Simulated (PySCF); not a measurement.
# Basis-set dependence of population analyses: ethoxy ethane

Species: ethoxy ethane, C₄H₁₀O.
Cartesian coordinates in Å at the PBE0-D3(BJ)/def2-SVP level; atoms count from 1:
```
atom  x, y, z in Å
C1    -2.0540    1.2388    0.2135
C2    -0.5496    1.1154    0.1978
O3    -0.2027   -0.2172   -0.0414
C4     1.1758   -0.4442   -0.0757
C5     1.4279   -1.9098   -0.3356
H6    -2.3582    2.2795    0.3987
H7    -2.4836    0.6030    1.0018
H8    -2.4759    0.9170   -0.7501
H9    -0.1227    1.4589    1.1644
H10   -0.1156    1.7744   -0.5845
H11    1.6504    0.1760   -0.8660
H12    1.6424   -0.1355    0.8842
H13    0.9782   -2.5240    0.4586
H14    2.5069   -2.1201   -0.3715
H15    0.9806   -2.2124   -1.2940
```

PBE0 throughout (PySCF), one geometry, spherical d and f functions. The structure is a single PBE0-D3(BJ)/def2-SVP conformer in the gas phase; no vibrational or solvent corrections. Atoms taken as equivalent share a column and are averaged.

Mulliken charges (e):

| basis | functions | C1/C5 | C2/C4 | O3 | H6 (×6) | H9/H10/H11/H12 |
| --- | --- | --- | --- | --- | --- | --- |
| STO-3G | 35 | -0.236 | -0.035 | -0.223 | +0.085 | +0.064 |
| 6-31G | 65 | -0.496 | -0.049 | -0.528 | +0.174 | +0.144 |
| 6-31G* | 90 | -0.542 | -0.047 | -0.473 | +0.181 | +0.141 |
| def2-SVP | 120 | -0.086 | +0.119 | -0.408 | +0.048 | +0.013 |
| 6-311+G(2d,p) | 195 | -0.593 | +0.061 | -0.301 | +0.149 | +0.118 |
| def2-TZVP | 215 | -0.334 | -0.057 | -0.264 | +0.119 | +0.083 |

IAO charges (e):

| basis | functions | C1/C5 | C2/C4 | O3 | H6 (×6) | H9/H10/H11/H12 |
| --- | --- | --- | --- | --- | --- | --- |
| STO-3G | 35 | -0.400 | -0.125 | -0.223 | +0.139 | +0.110 |
| 6-31G | 65 | -0.432 | -0.068 | -0.372 | +0.151 | +0.116 |
| 6-31G* | 90 | -0.416 | -0.033 | -0.386 | +0.144 | +0.106 |
| def2-SVP | 120 | -0.404 | -0.027 | -0.385 | +0.139 | +0.103 |
| 6-311+G(2d,p) | 195 | -0.427 | -0.037 | -0.401 | +0.147 | +0.111 |
| def2-TZVP | 215 | -0.427 | -0.034 | -0.400 | +0.147 | +0.110 |

Problem. Which scheme is steadiest as the basis changes?

Solution. Largest range over the bases for any column: IAO 0.18 e, Mulliken 0.51 e. IAO charges move least and Mulliken charges most, counted in e. Without the minimal STO-3G basis the ranges are IAO 0.04, Mulliken 0.51 e.

Problem. How much do the charges still move between the two largest bases, 6-311+G(2d,p) and def2-TZVP?

Solution. At most, over all atoms: Mulliken 0.260 e, IAO 0.002 e.

Problem. What do the same runs give for the total energy, the frontier levels and the dipole moment?

Solution. 
| basis | energy (Eh) | HOMO (eV) | LUMO (eV) | μ (D) |
| --- | --- | --- | --- | --- |
| STO-3G | -230.4868 | -3.85 | 8.66 | 0.91 |
| 6-31G | -233.3089 | -6.99 | 2.79 | 1.29 |
| 6-31G* | -233.3756 | -7.03 | 2.88 | 0.98 |
| def2-SVP | -233.2115 | -7.17 | 1.93 | 1.03 |
| 6-311+G(2d,p) | -233.4510 | -7.32 | 0.47 | 1.05 |
| def2-TZVP | -233.4694 | -7.31 | 1.29 | 0.98 |

The dipole is fixed by the density alone, so its range of 0.38 D shows that the density itself changes with the basis, not only its division among atoms.
